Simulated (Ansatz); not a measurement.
The system is KI.

```xyz
2
Lattice="0.0000 3.5328 3.5328 3.5328 0.0000 3.5328 3.5328 3.5328 0.0000" Properties=species:S:1:pos:R:3 pbc="T T T"
I     3.5328    3.5328    3.5328
K     0.0000    0.0000    0.0000
```

Program: Ansatz 0.2.0. Alike in all runs: task band structure; potentials or basis Ansatz PAW; no spin polarisation; cell as given; k mesh 7 × 7 × 7; smearing fermi-dirac 0.05 eV.

Q: Order these runs on this cell by their band gap on the k mesh, lowest first.
A. level r2SCAN; cutoff (eV) 500
B. level LDA; cutoff (eV) 420
C. level PBEsol; cutoff (eV) 420

A: B (3.61 eV), C (3.82 eV), A (4.61 eV).

Caveats: spin-orbit coupling is left out, which moves the levels of the heavy elements.

Runs at the PBE level aren't shown here.
